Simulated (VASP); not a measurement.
Set up this calculation in VASP 6.6.1, as the native input.

| Item | Value |
| --- | --- |
| Task | band structure |
| Functional | PBEsol |
| Potentials or basis | VASP PAW PBE potentials, release 64 (Nb_sv) |
| Cutoff | 520 eV |
| k mesh | 16 × 16 × 16 |
| Occupations | methfessel-paxton, width 0.1 eV |
| Spin | no spin polarisation |
| Further INCAR settings | ALGO = Normal; EDIFF = 1e-06; NBANDS = 12 |

The structure of Nb lies in POSCAR:

```
Nb                                      
1.0
   -1.6341561491      1.6341561491      1.6341561491
    1.6341561491     -1.6341561491      1.6341561491
    1.6341561491      1.6341561491     -1.6341561491
  Nb            
     1
Direct
     0.0000000000000000    0.0000000000000000    0.0000000000000000
```

These files were run (other wordings do the same):

INCAR

```
ALGO     = Normal         # electronic algorithm
EDIFF    = 1E-6           # SCF threshold, eV
ENCUT    = 520            # plane-wave cutoff, eV
GGA      = PS             # functional
ICORELEVEL= 1            
ISIF     = 2              # what is computed and relaxed
ISMEAR   = 1              # smearing method
LASPH    = T              # aspherical terms in the spheres
LCHARG   = F              # write CHGCAR
LMAXMIX  = 4              # l up to which the mixer works
LREAL    = F              # projectors in reciprocal space
LWAVE    = F              # write WAVECAR
NBANDS   = 12             # bands
NELM     = 80             # most SCF steps
PREC     = Accurate       # precision mode
SIGMA    = 0.1            # smearing width, eV
```

KPOINTS

```
k-points
0
Gamma
  16 16 16
```

KPOINTS_OPT

```
explicit points
124
Reciprocal
 0.0000000000  0.0000000000  0.0000000000 1
 0.0263157895 -0.0263157895  0.0263157895 1
 0.0526315789 -0.0526315789  0.0526315789 1
 0.0789473684 -0.0789473684  0.0789473684 1
 0.1052631579 -0.1052631579  0.1052631579 1
 0.1315789474 -0.1315789474  0.1315789474 1
 0.1578947368 -0.1578947368  0.1578947368 1
 0.1842105263 -0.1842105263  0.1842105263 1
 0.2105263158 -0.2105263158  0.2105263158 1
 0.2368421053 -0.2368421053  0.2368421053 1
 0.2631578947 -0.2631578947  0.2631578947 1
 0.2894736842 -0.2894736842  0.2894736842 1
 0.3157894737 -0.3157894737  0.3157894737 1
 0.3421052632 -0.3421052632  0.3421052632 1
 0.3684210526 -0.3684210526  0.3684210526 1
 0.3947368421 -0.3947368421  0.3947368421 1
 0.4210526316 -0.4210526316  0.4210526316 1
 0.4473684211 -0.4473684211  0.4473684211 1
 0.4736842105 -0.4736842105  0.4736842105 1
 0.5000000000 -0.5000000000  0.5000000000 1
 0.5000000000 -0.5000000000  0.5000000000 1
 0.4736842105 -0.4736842105  0.5000000000 1
 0.4473684211 -0.4473684211  0.5000000000 1
 0.4210526316 -0.4210526316  0.5000000000 1
 0.3947368421 -0.3947368421  0.5000000000 1
 0.3684210526 -0.3684210526  0.5000000000 1
 0.3421052632 -0.3421052632  0.5000000000 1
 0.3157894737 -0.3157894737  0.5000000000 1
 0.2894736842 -0.2894736842  0.5000000000 1
 0.2631578947 -0.2631578947  0.5000000000 1
 0.2368421053 -0.2368421053  0.5000000000 1
 0.2105263158 -0.2105263158  0.5000000000 1
 0.1842105263 -0.1842105263  0.5000000000 1
 0.1578947368 -0.1578947368  0.5000000000 1
 0.1315789474 -0.1315789474  0.5000000000 1
 0.1052631579 -0.1052631579  0.5000000000 1
 0.0789473684 -0.0789473684  0.5000000000 1
 0.0526315789 -0.0526315789  0.5000000000 1
 0.0263157895 -0.0263157895  0.5000000000 1
 0.0000000000  0.0000000000  0.5000000000 1
 0.0000000000  0.0000000000  0.5000000000 1
 0.0000000000  0.0000000000  0.4736842105 1
 0.0000000000  0.0000000000  0.4473684211 1
 0.0000000000  0.0000000000  0.4210526316 1
 0.0000000000  0.0000000000  0.3947368421 1
 0.0000000000  0.0000000000  0.3684210526 1
 0.0000000000  0.0000000000  0.3421052632 1
 0.0000000000  0.0000000000  0.3157894737 1
 0.0000000000  0.0000000000  0.2894736842 1
 0.0000000000  0.0000000000  0.2631578947 1
 0.0000000000  0.0000000000  0.2368421053 1
 0.0000000000  0.0000000000  0.2105263158 1
 0.0000000000  0.0000000000  0.1842105263 1
 0.0000000000  0.0000000000  0.1578947368 1
 0.0000000000  0.0000000000  0.1315789474 1
 0.0000000000  0.0000000000  0.1052631579 1
 0.0000000000  0.0000000000  0.0789473684 1
 0.0000000000  0.0000000000  0.0526315789 1
 0.0000000000  0.0000000000  0.0263157895 1
 0.0000000000  0.0000000000  0.0000000000 1
 0.0000000000  0.0000000000  0.0000000000 1
 0.0131578947  0.0131578947  0.0131578947 1
 0.0263157895  0.0263157895  0.0263157895 1
 0.0394736842  0.0394736842  0.0394736842 1
 0.0526315789  0.0526315789  0.0526315789 1
 0.0657894737  0.0657894737  0.0657894737 1
 0.0789473684  0.0789473684  0.0789473684 1
 0.0921052632  0.0921052632  0.0921052632 1
 0.1052631579  0.1052631579  0.1052631579 1
 0.1184210526  0.1184210526  0.1184210526 1
 0.1315789474  0.1315789474  0.1315789474 1
 0.1447368421  0.1447368421  0.1447368421 1
 0.1578947368  0.1578947368  0.1578947368 1
 0.1710526316  0.1710526316  0.1710526316 1
 0.1842105263  0.1842105263  0.1842105263 1
 0.1973684211  0.1973684211  0.1973684211 1
 0.2105263158  0.2105263158  0.2105263158 1
 0.2236842105  0.2236842105  0.2236842105 1
 0.2368421053  0.2368421053  0.2368421053 1
 0.2500000000  0.2500000000  0.2500000000 1
 0.2500000000  0.2500000000  0.2500000000 1
 0.2631578947  0.2105263158  0.2631578947 1
 0.2763157895  0.1710526316  0.2763157895 1
 0.2894736842  0.1315789474  0.2894736842 1
 0.3026315789  0.0921052632  0.3026315789 1
 0.3157894737  0.0526315789  0.3157894737 1
 0.3289473684  0.0131578947  0.3289473684 1
 0.3421052632 -0.0263157895  0.3421052632 1
 0.3552631579 -0.0657894737  0.3552631579 1
 0.3684210526 -0.1052631579  0.3684210526 1
 0.3815789474 -0.1447368421  0.3815789474 1
 0.3947368421 -0.1842105263  0.3947368421 1
 0.4078947368 -0.2236842105  0.4078947368 1
 0.4210526316 -0.2631578947  0.4210526316 1
 0.4342105263 -0.3026315789  0.4342105263 1
 0.4473684211 -0.3421052632  0.4473684211 1
 0.4605263158 -0.3815789474  0.4605263158 1
 0.4736842105 -0.4210526316  0.4736842105 1
 0.4868421053 -0.4605263158  0.4868421053 1
 0.5000000000 -0.5000000000  0.5000000000 1
 0.2500000000  0.2500000000  0.2500000000 1
 0.2368421053  0.2368421053  0.2631578947 1
 0.2236842105  0.2236842105  0.2763157895 1
 0.2105263158  0.2105263158  0.2894736842 1
 0.1973684211  0.1973684211  0.3026315789 1
 0.1842105263  0.1842105263  0.3157894737 1
 0.1710526316  0.1710526316  0.3289473684 1
 0.1578947368  0.1578947368  0.3421052632 1
 0.1447368421  0.1447368421  0.3552631579 1
 0.1315789474  0.1315789474  0.3684210526 1
 0.1184210526  0.1184210526  0.3815789474 1
 0.1052631579  0.1052631579  0.3947368421 1
 0.0921052632  0.0921052632  0.4078947368 1
 0.0789473684  0.0789473684  0.4210526316 1
 0.0657894737  0.0657894737  0.4342105263 1
 0.0526315789  0.0526315789  0.4473684211 1
 0.0394736842  0.0394736842  0.4605263158 1
 0.0263157895  0.0263157895  0.4736842105 1
 0.0131578947  0.0131578947  0.4868421053 1
 0.0000000000  0.0000000000  0.5000000000 1
 0.0000000000  0.0000000000  0.0000000000 1
 0.5000000000 -0.5000000000  0.5000000000 1
 0.2500000000  0.2500000000  0.2500000000 1
 0.0000000000  0.0000000000  0.5000000000 1
```

Potentials or basis: VASP PAW PBE potentials, release 64 (Nb_sv).

Launch:

```bash
$ cat potpaw_PBE.64/Nb_sv/POTCAR > POTCAR
$ mpirun -np 1 vasp_std > vasp.out
```

Results of the run:

| Item | Value |
| --- | --- |
| Pressure | 0.0 GPa |
| Band gap along the path | none (metal or under the smearing width) |

Caveat: the PAW data sets were made with another functional, which shifts forces and pressure a little.

Run time: 80 s on 1 thread of AMD EPYC 7R43 64-Core Processor (Zen 3) (shared host), peak memory 0.14 GiB.
